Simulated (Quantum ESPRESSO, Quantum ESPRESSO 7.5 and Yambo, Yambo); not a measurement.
**A GW chain in Yambo: MgO (Fm-3m)**

How does a plane-wave GW calculation on MgO (Fm-3m) run from the first input to the gap?

Main program and level: Quantum ESPRESSO 7.5 and Yambo 5.3.0; PBE and many-body steps on it, plane waves.

**The experiments to reproduce.**

- Gap 7.83 eV: direct gap at Gamma, low temperature; bulk crystal (literature value) (quoted in “The Band-Gap Studies of Short-Period CdO/MgO Superlattices”, 2021, pmc:8035356).

## 1. Set-up

It takes space group Fm-3m (No. 225, cubic). Conventional cell: a = 4.194 Å, b = 4.194 Å, c = 4.194 Å, α = 90.00°, β = 90.00°, γ = 90.00°. Mg has 6 O at 2.10 Å nearest. O has 6 Mg at 2.10 Å nearest. Farther neighbours and most contacts between anions are not listed.

The cell and positions are those that the Materials Project relaxed with its own functionals (PBE, PBE+U or r2SCAN), kept fixed.

## 2. Ground state

This step: Quantum ESPRESSO 7.5; DFT, PBE, plane waves, norm-conserving pseudopotentials.

The ground-state density comes first.

The input, pw.in:

```
&control
  calculation = 'scf'
  prefix = 'x'
  outdir = 'o'
  pseudo_dir = 'pseudo'
/
&system
  ibrav = 0
  nat = 2
  ntyp = 2
  ecutwfc = 76.0
  nbnd = 13
  force_symmorphic = .true.
/
&electrons
  conv_thr = 1e-10
  electron_maxstep = 80
  mixing_beta = 0.5
/
ATOMIC_SPECIES
  Mg 24.305 Mg.upf
  O 15.999 O.upf
CELL_PARAMETERS angstrom
  -0.0000000000 2.0970013927 2.0970013927
  2.0970013927 -0.0000000000 2.0970013927
  2.0970013927 2.0970013927 -0.0000000000
ATOMIC_POSITIONS crystal
  Mg 0.0000000000 0.0000000000 0.0000000000
  O 0.5000000000 0.5000000000 0.5000000000
K_POINTS automatic
  8 8 8 0 0 0
```

On the command line:

```
$ OMP_NUM_THREADS=1 mpirun -n 8 pw.x -nk 8 -in pw.in > pw.out
```

Log:

```text
Program PWSCF v.7.5 starts

     This program is part of the open-source Quantum ESPRESSO suite
     for quantum simulation of materials; please cite
         "P. Giannozzi et al., J. Phys.:Condens. Matter 21 395502 (2009);
         "P. Giannozzi et al., J. Phys.:Condens. Matter 29 465901 (2017);
         "P. Giannozzi et al., J. Chem. Phys. 152 154105 (2020);
     in publications or presentations arising from this work. More details at
     Message from routine setup:
     using ibrav=0 with symmetry is DISCOURAGED, use correct ibrav instead

     G-vector sticks info

     bravais-lattice index     =            0
     lattice parameter (alat)  =       5.6042  a.u.
     unit-cell volume          =     124.4580 (a.u.)^3
     number of atoms/cell      =            2
     number of atomic types    =            2
     number of electrons       =        16.00
     number of Kohn-Sham states=           13
     kinetic-energy cutoff     =      76.0000  Ry
     charge density cutoff     =     304.0000  Ry
     scf convergence threshold =      1.0E-10
     mixing beta               =       0.5000
     number of iterations used =            8  plain     mixing
     Exchange-correlation= PBE
                           (   1   4   3   4   0   0   0)

     celldm(1)=   5.604187  celldm(2)=   0.000000  celldm(3)=   0.000000
     celldm(4)=   0.000000  celldm(5)=   0.000000  celldm(6)=   0.000000

     crystal axes: (cart. coord. in units of alat)
               a(1) = (  -0.000000   0.707107   0.707107 )
               a(2) = (   0.707107  -0.000000   0.707107 )
               a(3) = (   0.707107   0.707107  -0.000000 )

     reciprocal axes: (cart. coord. in units 2 pi/alat)
               b(1) = ( -0.707107  0.707107  0.707107 )
               b(2) = (  0.707107 -0.707107  0.707107 )
               b(3) = (  0.707107  0.707107 -0.707107 )
     Pseudo is Norm-conserving, Zval = 10.0
     Generated using ONCVPSP code by D. R. Hamann
     Using radial grid of 1510 points,  4 beta functions with:
     Pseudo is Norm-conserving + core correction, Zval =  6.0
     Generated using ONCVPSP code by D. R. Hamann
     Using radial grid of  936 points,  5 beta functions with:
     Mg               10.00    24.30500     Mg( 1.00)
     O                 6.00    15.99900     O ( 1.00)

     48 Sym. Ops., with inversion, found

   Cartesian axes

     site n.     atom                  positions (alat units)
         1        Mg     tau(   1) = (   0.0000000   0.0000000   0.0000000  )
         2        O      tau(   2) = (   0.7071068   0.7071068   0.7071068  )

     number of k points=    29
                       cart. coord. in units 2pi/alat
        k(    1) = (   0.0000000   0.0000000   0.0000000), wk =   0.0039062
        k(    2) = (   0.0883883   0.0883883  -0.0883883), wk =   0.0312500
        k(    3) = (   0.1767767   0.1767767  -0.1767767), wk =   0.0312500
        k(    4) = (   0.2651650   0.2651650  -0.2651650), wk =   0.0312500
        k(    5) = (  -0.3535534  -0.3535534   0.3535534), wk =   0.0156250
        k(    6) = (   0.1767767   0.0000000   0.0000000), wk =   0.0234375
        k(    7) = (   0.2651650   0.0883883  -0.0883883), wk =   0.0937500
        k(    8) = (   0.3535534   0.1767767  -0.1767767), wk =   0.0937500
        k(    9) = (  -0.2651650  -0.4419417   0.4419417), wk =   0.0937500
        k(   10) = (  -0.1767767  -0.3535534   0.3535534), wk =   0.0937500
     [... 17 further rows ...]
        k(   28) = (  -0.7071068   0.1767767  -0.0000000), wk =   0.0468750
        k(   29) = (  -0.7071068   0.3535534   0.0000000), wk =   0.0234375

     Dense  grid:    11113 G-vectors     FFT dimensions: (  32,  32,  32)

     Initial potential from superposition of free atoms

     starting charge      15.9992, renormalised to      16.0000
     Starting wfcs are    9 randomized atomic wfcs +    4 random wfcs

     per-process dynamical memory:    12.0 Mb

     Self-consistent Calculation

     iteration #  1     ecut=    76.00 Ry     beta= 0.50

     total energy              =    -151.98567155 Ry
     estimated scf accuracy    <       0.38482042 Ry

     iteration #  2     ecut=    76.00 Ry     beta= 0.50

     total energy              =    -152.09105087 Ry
     estimated scf accuracy    <       0.05833463 Ry

     iteration #  3     ecut=    76.00 Ry     beta= 0.50

     total energy              =    -152.10062288 Ry
     estimated scf accuracy    <       0.00317945 Ry

     iteration #  4     ecut=    76.00 Ry     beta= 0.50

     total energy              =    -152.10079169 Ry
     estimated scf accuracy    <       0.00008127 Ry

     iteration #  5     ecut=    76.00 Ry     beta= 0.50

     total energy              =    -152.10080590 Ry
     estimated scf accuracy    <       0.00000245 Ry

     iteration #  6     ecut=    76.00 Ry     beta= 0.50

     total energy              =    -152.10080622 Ry
     estimated scf accuracy    <       0.00000032 Ry

     iteration #  7     ecut=    76.00 Ry     beta= 0.50

     total energy              =    -152.10080622 Ry
     estimated scf accuracy    <       0.00000003 Ry

     iteration #  8     ecut=    76.00 Ry     beta= 0.50

     total energy              =    -152.10080623 Ry
     estimated scf accuracy    <          2.5E-09 Ry

     iteration #  9     ecut=    76.00 Ry     beta= 0.50

     End of self-consistent calculation

          k = 0.0000 0.0000 0.0000 (  1411 PWs)   bands (ev):

   -64.1039 -30.8548 -30.8548 -30.8548  -9.0394   8.2133   8.2133   8.2133
    13.1081  24.2494  24.2494  24.2494  28.0511

          k = 0.0884 0.0884-0.0884 (  1405 PWs)   bands (ev):

   -64.1025 -30.8681 -30.8561 -30.8561  -8.8674   7.2649   8.1108   8.1108
    14.0128  22.5118  24.6067  24.6067  29.0607

          k = 0.1768 0.1768-0.1768 (  1390 PWs)   bands (ev):

   -64.0993 -30.8995 -30.8593 -30.8593  -8.4208   5.5520   7.8738   7.8738
    15.4521  20.9344  25.0825  25.0825  28.6544

          k = 0.2652 0.2652-0.2652 (  1410 PWs)   bands (ev):

     [... further k-points ...]

     highest occupied, lowest unoccupied level (ev):     8.2133   13.1081

!    total energy              =    -152.10080623 Ry
     estimated scf accuracy    <          2.5E-11 Ry

     The total energy is the sum of the following terms:
     one-electron contribution =     -73.72474181 Ry
     hartree contribution      =      41.30826549 Ry
     xc contribution           =     -24.50956422 Ry
     ewald contribution        =     -95.17476569 Ry

     convergence has been achieved in   9 iterations

     XML data file, charge density, pseudopotentials, collected wavefunctions

=------------------------------------------------------------------------------=
   JOB DONE.
=------------------------------------------------------------------------------=
```

Elapsed: 2.2 s, on 8 MPI ranks of Arm Neoverse N1, shared host; peak memory 0.36 GiB; 17 s of CPU time.

Numbers from this step:

- total energy: -2069.4369 eV
- gap: 4.895 eV
- k of the valence top: 0, 0, 0
- k of the conduction bottom: 0, 0, 0
- least direct gap: 4.895 eV

The gap is direct, at Γ.

## 3. Bands along the symmetry lines

Levels along a band path, at the cheap level, show where the edges lie and whether the meshes to come will hold them.

The input, pw.in:

```
&control
  calculation = 'bands'
  prefix = 'x'
  outdir = 'o'
  pseudo_dir = 'pseudo'
/
&system
  ibrav = 0
  nat = 2
  ntyp = 2
  ecutwfc = 76.0
  nbnd = 14
  force_symmorphic = .true.
/
&electrons
  conv_thr = 1e-9
  electron_maxstep = 80
  diago_full_acc = .true.
  diago_thr_init = 5e-6
/
ATOMIC_SPECIES
  Mg 24.305 Mg.upf
  O 15.999 O.upf
CELL_PARAMETERS angstrom
  -0.0000000000 2.0970013927 2.0970013927
  2.0970013927 -0.0000000000 2.0970013927
  2.0970013927 2.0970013927 -0.0000000000
ATOMIC_POSITIONS crystal
  Mg 0.0000000000 0.0000000000 0.0000000000
  O 0.5000000000 0.5000000000 0.5000000000
K_POINTS crystal
  50
  0.00000000 0.00000000 0.00000000 1
  0.06250000 0.00000000 0.06250000 1
  0.12500000 0.00000000 0.12500000 1
  0.18750000 0.00000000 0.18750000 1
  0.25000000 0.00000000 0.25000000 1
  0.31250000 0.00000000 0.31250000 1
  0.37500000 0.00000000 0.37500000 1
  0.43750000 0.00000000 0.43750000 1
  0.50000000 0.00000000 0.50000000 1
  0.51562500 0.03125000 0.51562500 1
  0.53125000 0.06250000 0.53125000 1
  0.54687500 0.09375000 0.54687500 1
  0.56250000 0.12500000 0.56250000 1
  0.57812500 0.15625000 0.57812500 1
  0.59375000 0.18750000 0.59375000 1
  0.60937500 0.21875000 0.60937500 1
  0.62500000 0.25000000 0.62500000 1
  0.37500000 0.37500000 0.75000000 1
  0.32812500 0.32812500 0.65625000 1
  0.28125000 0.28125000 0.56250000 1
  0.23437500 0.23437500 0.46875000 1
  0.18750000 0.18750000 0.37500000 1
  0.14062500 0.14062500 0.28125000 1
  0.09375000 0.09375000 0.18750000 1
  0.04687500 0.04687500 0.09375000 1
  0.00000000 0.00000000 0.00000000 1
  0.06250000 0.06250000 0.06250000 1
  0.12500000 0.12500000 0.12500000 1
  0.18750000 0.18750000 0.18750000 1
  0.25000000 0.25000000 0.25000000 1
  0.31250000 0.31250000 0.31250000 1
  0.37500000 0.37500000 0.37500000 1
  0.43750000 0.43750000 0.43750000 1
  0.50000000 0.50000000 0.50000000 1
  0.50000000 0.46875000 0.53125000 1
  0.50000000 0.43750000 0.56250000 1
  0.50000000 0.40625000 0.59375000 1
  0.50000000 0.37500000 0.62500000 1
  0.50000000 0.34375000 0.65625000 1
  0.50000000 0.31250000 0.68750000 1
  0.50000000 0.28125000 0.71875000 1
  0.50000000 0.25000000 0.75000000 1
  0.50000000 0.21875000 0.71875000 1
  0.50000000 0.18750000 0.68750000 1
  0.50000000 0.15625000 0.65625000 1
  0.50000000 0.12500000 0.62500000 1
  0.50000000 0.09375000 0.59375000 1
  0.50000000 0.06250000 0.56250000 1
  0.50000000 0.03125000 0.53125000 1
  0.50000000 0.00000000 0.50000000 1
```

Log:

```text
[banner, memory and clock lines left out]
Program PWSCF v.7.5 starts

     Atomic positions and unit cell read from directory:
     o/x.save/

     Message from routine setup:
     using ibrav=0 with symmetry is DISCOURAGED, use correct ibrav instead

     G-vector sticks info

     bravais-lattice index     =            0
     lattice parameter (alat)  =       5.6042  a.u.
     unit-cell volume          =     124.4580 (a.u.)^3
     number of atoms/cell      =            2
     number of atomic types    =            2
     number of electrons       =        16.00
     number of Kohn-Sham states=           14
     kinetic-energy cutoff     =      76.0000  Ry
     charge density cutoff     =     304.0000  Ry
     Exchange-correlation= PBE
                           (   1   4   3   4   0   0   0)

     celldm(1)=   5.604187  celldm(2)=   0.000000  celldm(3)=   0.000000
     celldm(4)=   0.000000  celldm(5)=   0.000000  celldm(6)=   0.000000

     crystal axes: (cart. coord. in units of alat)
               a(1) = (  -0.000000   0.707107   0.707107 )
               a(2) = (   0.707107  -0.000000   0.707107 )
               a(3) = (   0.707107   0.707107  -0.000000 )

     reciprocal axes: (cart. coord. in units 2 pi/alat)
               b(1) = ( -0.707107  0.707107  0.707107 )
               b(2) = (  0.707107 -0.707107  0.707107 )
               b(3) = (  0.707107  0.707107 -0.707107 )
     Pseudo is Norm-conserving, Zval = 10.0
     Generated using ONCVPSP code by D. R. Hamann
     Using radial grid of 1510 points,  4 beta functions with:
     Pseudo is Norm-conserving + core correction, Zval =  6.0
     Generated using ONCVPSP code by D. R. Hamann
     Using radial grid of  936 points,  5 beta functions with:
     Mg               10.00    24.30500     Mg( 1.00)
     O                 6.00    15.99900     O ( 1.00)

     48 Sym. Ops., with inversion, found

   Cartesian axes

     site n.     atom                  positions (alat units)
         1        Mg     tau(   1) = (   0.0000000   0.0000000   0.0000000  )
         2        O      tau(   2) = (   0.7071068   0.7071068   0.7071068  )

     number of k points=    50
                       cart. coord. in units 2pi/alat
        k(    1) = (   0.0000000   0.0000000   0.0000000), wk =   0.0400000
        k(    2) = (   0.0000000   0.0883883   0.0000000), wk =   0.0400000
        k(    3) = (   0.0000000   0.1767767   0.0000000), wk =   0.0400000
[...]
[... 38 further rows ...]
        k(   49) = (   0.0441942   0.7071068   0.0000000), wk =   0.0400000
        k(   50) = (   0.0000000   0.7071068   0.0000000), wk =   0.0400000

     Dense  grid:    11113 G-vectors     FFT dimensions: (  32,  32,  32)

     The potential is recalculated from file :
     o/x.save/charge-density

     Starting wfcs are    9 randomized atomic wfcs +    5 random wfcs

     Band Structure Calculation

     End of band structure calculation

          k = 0.0000 0.0000 0.0000 (  1411 PWs)   bands (ev):

   -64.1039 -30.8549 -30.8549 -30.8549  -9.0394   8.2133   8.2133   8.2133
    13.1082  24.2494  24.2494  24.2494  28.0511  30.0888

          k = 0.0000 0.0884 0.0000 (  1399 PWs)   bands (ev):

   -64.1035 -30.8580 -30.8558 -30.8558  -8.9808   7.9049   8.1517   8.1517
    13.4594  23.4237  24.3842  24.3842  29.0710  29.1425

          k = 0.0000 0.1768 0.0000 (  1399 PWs)   bands (ev):

   -64.1021 -30.8672 -30.8591 -30.8591  -8.8133   7.1868   7.9813   7.9813
    14.3084  22.0059  24.7577  24.7577  27.3189  30.5759

          k =-0.0000 0.2652 0.0000 (  1383 PWs)   bands (ev):

[...]
k = 0.0000 0.4419-0.0000 (  1383 PWs)   bands (ev):

[...]
k =-0.0000 0.5303 0.0000 (  1379 PWs)   bands (ev):

[...]
k = 0.0000 0.6187-0.0000 (  1383 PWs)   bands (ev):

[...]
k = 0.4640 0.4640-0.0000 (  1384 PWs)   bands (ev):

[...]
k = 0.3315 0.3315-0.0000 (  1388 PWs)   bands (ev):

[...]
k = 0.3094 0.7071-0.0000 (  1402 PWs)   bands (ev):

[...]
k = 0.2210 0.7071-0.0000 (  1398 PWs)   bands (ev):

[...]
k = 0.1768 0.7071-0.0000 (  1390 PWs)   bands (ev):

[...]
k = 0.0442 0.7071 0.0000 (  1380 PWs)   bands (ev):

   -64.0917 -30.9300 -30.8848 -30.8845  -7.4587   4.1431   6.8236   6.8457
    17.5205  18.4285  21.4225  27.2705  27.4429  34.1182

          k = 0.0000 0.7071 0.0000 (  1362 PWs)   bands (ev):

   -64.0917 -30.9301 -30.8842 -30.8842  -7.4612   4.1241   6.8628   6.8628
    17.4582  18.3678  21.4446  27.4034  27.4034  34.0357

     XML data file, pseudopotentials, collected wavefunctions
```

The job ended after 1.5 s (8 MPI ranks; peak memory 0.05 GiB).

Numbers from this step:

```
gap                        : 4.895 eV
k of the valence top       : 0, 0, 0
k of the conduction bottom : 0, 0, 0
least direct gap           : 4.895 eV
```

The gap is 4.895 eV, as in the run before at this level.

Electronic bands along the path, in eV, zero at the top of the highest filled band; v1 is the highest filled band, c1 the lowest empty one:

```csv
point,v4,v3,v2,v1,c1,c2,c3,c4
Γ,-17.25,0.00,0.00,0.00,4.89,16.04,16.04,16.04
halfway,-16.47,-2.63,-0.74,-0.74,8.23,11.31,15.69,17.68
X,-15.67,-4.09,-1.35,-1.35,9.24,10.15,13.23,19.19
halfway,-15.66,-3.94,-1.80,-1.30,9.63,10.67,13.07,18.82
U,-15.65,-3.50,-2.72,-1.14,10.22,11.95,12.66,18.34
jump to K,-15.65,-3.50,-2.72,-1.14,10.22,11.95,12.66,18.34
halfway,-16.39,-2.94,-1.18,-0.39,8.32,12.13,15.56,18.15
Γ,-17.25,0.00,0.00,0.00,4.89,16.04,16.04,16.04
halfway,-16.63,-2.66,-0.34,-0.34,7.24,12.72,16.87,16.87
L,-15.90,-4.64,-0.65,-0.65,8.02,12.76,16.49,16.49
halfway,-15.76,-4.02,-1.94,-0.99,9.80,12.34,13.67,17.10
W,-15.61,-2.96,-2.96,-1.78,11.78,11.78,12.35,15.74
halfway,-15.64,-3.79,-1.90,-1.57,10.13,11.04,12.89,17.56
X,-15.67,-4.09,-1.35,-1.35,9.24,10.15,13.23,19.19
```

The electronic bands as a text plot (rows in eV, shown from -8.0 to 10.9 only):

```
   10.5 |       ++ +++++  ++++                         +     ++++
    9.7 |         +++ ++++    ++                      +       ++
    8.9 |       ++   +                              ++          +
    8.1 |     ++                +              +++++
    7.4 |    +                   ++         +++
    6.6 |                          ++      +
    5.8 |  ++                            ++
    5.0 |++                          ++++
    4.2 |
    3.4 |
    2.6 |
    1.8 |
    1.1 |
    0.3 |**                        ********
   -0.5 | ******            **********  *  ***********
   -1.3 |  **   ************    *  **    **         ******   ****
   -2.1 |    *         **   **** **        *          **  ****
   -2.9 |     ****       ***    *           *           ****
   -3.7 |         *** **********             **       ***   ****
   -4.5 |            *                         *******          *
   -5.2 |
   -6.0 |
   -6.8 |
   -7.6 |
         Γ           X  U|K            Γ         L        W     X
```

(Part 1 of 3 ends here.)

[Paths, hosts, dates, memory and timing lines, banners, echoed tables and standing remarks are left out of the program output.]

[Logs are printed without paths, hosts, clocks, repeated set-up lines and the standing remarks that a program may print on its own settings, such as how far it seeks lower states.]

[Runs of the session that timed out or met a known fault of the program may be left out.]

[Hosts, paths, dates, database ids (printed as entryN), source tags and the programs' standing remarks are cut or masked in the printed files.]
